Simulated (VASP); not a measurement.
# Ge (I4_1/amd) in VASP: further runs, part 3 of 3

VASP 6.6.1. The steps go on from the part before.

**6. Relaxation of cell and atoms, LDA, target pressure 13.3 GPa, at which the enthalpy is minimised**

Input file INCAR:

```
PREC     = Accurate       # precision mode
ENCUT    = 600            # plane-wave cutoff, eV
EDIFF    = 1E-6           # SCF threshold, eV
ISMEAR   = 0              # smearing method
SIGMA    = 0.03           # smearing width, eV
LREAL    = False          # projectors in reciprocal space
LASPH    = True           # aspherical terms in the spheres
NELM     = 80             # most SCF steps
ALGO     = Normal         # electronic algorithm
ISIF     = 3              # what is computed and relaxed
LWAVE    = False          # write WAVECAR
LCHARG   = False          # write CHGCAR
GGA      = CA             # functional
IBRION   = 2              # ionic algorithm
NSW      = 90             # ionic steps
EDIFFG   = -0.01          # ionic threshold
PSTRESS  = 133.0
```

Input file KPOINTS:

```
regular mesh
0
Gamma
  14 14 14
```

Input file POSCAR:

```
Ge
1.0
   -2.5744897190      2.5744897190      1.3974126432
    2.5744897190     -2.5744897190      1.3974126432
    2.5744897190      2.5744897190     -1.3974126432
Ge
2
Direct
    0.2500000000      0.7500000000      0.5000000000
    0.5000000000      0.5000000000      0.0000000000
```

Potentials or basis: VASP PAW LDA potentials, release 64 (Ge_d).

Command:

```sh
> cat potpaw_LDA.64/Ge_d/POTCAR > POTCAR
> mpirun -np 1 vasp_std > vasp.out
```

OUTCAR:

```text
PREC = Accurate
   ENCUT = 600
   EDIFF = 1E-6
   ISMEAR = 0
   LREAL = False
   LASPH = True
   NELM = 80
   ISIF = 3
   GGA = CA
   IBRION = 2
   NSW = 90
   EDIFFG = -0.01
   PSTRESS = 133.0

 ion  position               nearest neighbor table
   1  0.250  0.750  0.500-   2 2.67   2 2.67   2 2.67   2 2.67
   2  0.500  0.500  0.000-   1 2.67   1 2.67   1 2.67   1 2.67

  LATTYP: Found a body centered tetragonal cell.
 ALAT       =     5.1489794380
 C/A-ratio  =     0.5427920853

  Lattice vectors:

 A1 = (  -2.5744897190,   2.5744897190,   1.3974126432)
 A2 = (   2.5744897190,  -2.5744897190,   1.3974126432)
 A3 = (   2.5744897190,   2.5744897190,  -1.3974126432)

Analysis of symmetry for initial positions (statically):
=====================================================================
 Subroutine PRICEL returns:
 Original cell was already a primitive cell.

 Routine SETGRP: Setting up the symmetry group for a
 body centered tetragonal supercell.

 Subroutine GETGRP returns: Found 16 space group operations
 (whereof  8 operations were pure point group operations)
 out of a pool of 16 trial point group operations.

The static configuration has the point symmetry D_2d.
 The point group associated with its full space group is D_4h.

Analysis of symmetry for dynamics (positions and initial velocities):
=====================================================================
 Subroutine PRICEL returns:
 Original cell was already a primitive cell.

 Routine SETGRP: Setting up the symmetry group for a
 body centered tetragonal supercell.

 Subroutine GETGRP returns: Found 16 space group operations
 (whereof  8 operations were pure point group operations)
 out of a pool of 16 trial point group operations.

The dynamic configuration has the point symmetry D_2d.
 The point group associated with its full space group is D_4h.

 Subroutine INISYM returns: Found 16 space group operations
 (whereof  8 operations are pure point group operations),
 and found     1 'primitive' translations

[... 134 lines left out ...]

 number of electron      28.0000000 magnetization

 Free energy of the ion-electron system (eV)
  ---------------------------------------------------
  ext. energy  EPLUGINS =         0.00000000
  ---------------------------------------------------
  free energy    TOTEN  =       -10.01257570 eV

  energy without entropy =      -10.01203383  energy(sigma->0) =      -10.01230476

------------------------ aborting loop because EDIFF is reached ----------------------------------------

  FORCE on cell =-STRESS in cart. coord.  units (eV):
  Direction    XX          YY          ZZ          XY          YZ          ZX
  --------------------------------------------------------------------------------------
  -------------------------------------------------------------------------------------
  Total       -0.7641942     -0.7641942     -0.2970804      0.0000000      0.0000000      0.0000000
  in kB      -33.0481639    -33.0481639    -12.8474695      0.0000000      0.0000000      0.0000000
  external PRESSURE =    -159.3145991 kB  Pullay stress =     133.0000000 kB
[... 25 lines left out ...]
--------------------------------------- Ionic step        2  -------------------------------------------

 number of electron      28.0000016 magnetization

 E-fermi :  10.0895     XC(G=0): -13.1110

 val. band max:       10.0825857981   @ k =  -0.2143   0.4286   0.0714
 cond. band min:      10.1056327881   @ k =   0.3571   0.2143   0.0000
 fundamental gap:      0.0230469900
 Fermi energy:        10.0895006938

 k-point     1 :       0.0000    0.0000    0.0000
  band No.  band energies     occupation
      1     -15.2535      2.00000
      2     -15.1228      2.00000
      3     -15.1222      2.00000
      4     -15.0724      2.00000
      5     -14.8473      2.00000
      6     -14.8473      2.00000
[... 566 lines left out ...]
  energy  without entropy=       -9.8792476611  energy(sigma->0) =       -9.87952420

  enthalpy is  TOTEN    =        -7.2326331129 eV   P V=        2.6471676286

[... ionic steps 4 to 13 ...]

--------------------------------------- Ionic step       14  -------------------------------------------

 number of electron      28.0000002 magnetization

------------------------ aborting loop because EDIFF is reached ----------------------------------------
[... 71 lines left out ...]
--------------------------------------- Ionic step       16  -------------------------------------------

 number of electron      28.0000002 magnetization

 Free energy of the ion-electron system (eV)
  ---------------------------------------------------
  ext. energy  EPLUGINS =         0.00000000
  ---------------------------------------------------
  free energy    TOTEN  =        -9.87673980 eV

  energy without entropy =       -9.87638102  energy(sigma->0) =       -9.87656041

 E-fermi :   8.3330     XC(G=0): -12.4053

 val. band max:        8.3300478790   @ k =  -0.1429  -0.2143   0.1429
 cond. band min:       8.3442011874   @ k =   0.5000   0.4286  -0.0000
 fundamental gap:      0.0141533084
 Fermi energy:         8.3329913446

 k-point     1 :       0.0000    0.0000    0.0000
  band No.  band energies     occupation
      1     -16.7172      2.00000
      2     -16.6150      2.00000
      3     -16.6106      2.00000
      4     -16.5718      2.00000
      5     -16.4303      2.00000
      6     -16.4303      2.00000
[... 528 lines left out ...]
  energy  without entropy=       -9.8763810224  energy(sigma->0) =       -9.87656041

  enthalpy is  TOTEN    =        -7.2351628833 eV   P V=        2.6415769189

 reached required accuracy - stopping structural energy minimisation
```

OSZICAR:

```text
N       E                     dE             d eps       ncg     rms          rms(c)
DAV:   1     0.158678311567E+03    0.15868E+03   -0.16382E+04  9046   0.479E+03
DAV:   2     0.881359242098E+01   -0.14986E+03   -0.14751E+03  8808   0.551E+02
DAV:   3    -0.952573522900E+01   -0.18339E+02   -0.18106E+02  9738   0.141E+02
[... 117 lines left out ...]
       N       E                     dE             d eps       ncg     rms          rms(c)
DAV:   1    -0.987675452978E+01    0.50428E-03   -0.20868E-04 11154   0.288E-01    0.228E-02
DAV:   2    -0.987674380901E+01    0.10721E-04   -0.18403E-05 11362   0.885E-02    0.118E-02
DAV:   3    -0.987673998387E+01    0.38251E-05   -0.68718E-06 10670   0.519E-02    0.235E-03
DAV:   4    -0.987673980217E+01    0.18170E-06   -0.76855E-07  5024   0.180E-02
  16 F= -.72351629E+01 E0= -.72349835E+01  d E =-.879482E-04
```

Run time: 19 min. Hardware: 1 thread of Intel Xeon Platinum 8259CL at 2.50GHz (Skylake/Cascade Lake), shared host; peak memory 0.3 GiB.

What came out:

* Free energy: -9.8767 eV
* Relaxed volume: 15.91 Å³/atom
* Relaxed cell: a = 3.689 Å, b = 3.689 Å, c = 3.689 Å, α = 97.69°, β = 97.69°, γ = 137.09°
* Space group after relaxing (to 0.05 Å): I4_1/amd (No. 141)
* Energy change on relaxing (the enthalpy is what falls): +67.9 meV/atom
* Ionic steps: 16
* Pressure after relaxing: 13.2 GPa
* Band gap on the k mesh: none (metal or under the smearing width)

Step by step:
| step | energy change (eV) | largest force (eV/Å) | pressure (GPa) | volume (Å³) |
| --- | --- | --- | --- | --- |
| 1 | 0.0000 | 0.0000 | -2.63 | 37.05 |
| 2 | 0.6981 | 0.0000 | 36.62 | 28.02 |
| 3 | 0.1328 | 0.0000 | 13.26 | 31.89 |
| 4 | 0.1408 | 0.0000 | 13.31 | 31.79 |
| 5 | 0.1492 | 0.0000 | 13.75 | 31.69 |
| 6 | 0.1323 | 0.0000 | 12.97 | 31.88 |
| 7 | 0.1221 | 0.0000 | 12.36 | 32.00 |
| 8 | 0.1253 | 0.0000 | 12.78 | 31.96 |
| 9 | 0.1240 | 0.0000 | 12.50 | 31.97 |
| 10 | 0.1296 | 0.0000 | 13.01 | 31.90 |
| 11 | 0.1301 | 0.0000 | 12.98 | 31.89 |
| 12 | 0.1310 | 0.0000 | 12.98 | 31.88 |
| 13 | 0.1307 | 0.0000 | 12.94 | 31.88 |
| 14 | 0.1368 | 0.0000 | 13.65 | 31.81 |
| 15 | 0.1353 | 0.0000 | 13.12 | 31.83 |
| 16 | 0.1358 | 0.0000 | 13.24 | 31.82 |

Final structure:
```yaml
crystal:
  lattice:
    - [-2.42797, 2.42797, 1.34951]
    - [2.42797, -2.42797, 1.34951]
    - [2.42797, 2.42797, -1.34951]
  atoms:
    - { symbol: Ge, position: [0.25000, 0.75000, 0.50000] }
    - { symbol: Ge, position: [0.50000, 0.50000, 0.00000] }
```

Levels at points of the mesh, in eV from the Fermi level:
| k point | band 11 | band 12 | band 13 | band 14 | band 15 | band 16 | band 17 | band 18 |
| --- | --- | --- | --- | --- | --- | --- | --- | --- |
| (0.00, 0.00, 0.00) | -14.71 | -3.28 | -2.67 | -2.67 | 3.13 | 8.83 | 8.83 | 8.88 |
| (0.50, 0.00, 0.00) | -8.69 | -7.23 | -2.42 | -2.30 | -1.80 | 2.26 | 4.11 | 6.41 |
| (0.50, 0.50, 0.00) | -11.55 | -11.55 | 0.73 | 0.73 | 2.55 | 2.55 | 7.93 | 7.93 |
| (0.50, 0.50, 0.50) | -9.28 | -9.28 | -6.91 | -6.91 | 6.22 | 6.22 | 13.16 | 13.16 |

Caveat: the cell is relaxed towards a set pressure, so the enthalpy falls and the energy may rise.

**7. Overview**

```csv
level,potentials or basis,cell,target pressure,gap on the mesh (eV),pressure (GPa)
LDA,"VASP PAW LDA potentials, release 64 (Ge_d)",relaxed to 9.8 GPa,9.8 GPa,none,9.8
PBEsol,"VASP PAW PBE potentials, release 64 (Ge_d)",relaxed to 13.3 GPa,13.3 GPa,none,13.3
LDA,"VASP PAW LDA potentials, release 64 (Ge_d)",relaxed to 13.3 GPa,13.3 GPa,none,13.2
```

Alike in all rows: task relaxation of cell and atoms; no spin polarisation; k mesh 14 × 14 × 14; cutoff (eV) 600; smearing gaussian 0.03 eV.

Caveats: the cell is relaxed towards a set pressure, so the enthalpy falls and the energy may rise; the relaxation stopped at its first step, so nothing moved (some runs); the PAW data sets were made with another functional, which shifts forces and pressure a little (some runs).

Absolute energies hang on the potentials; compare differences alone.
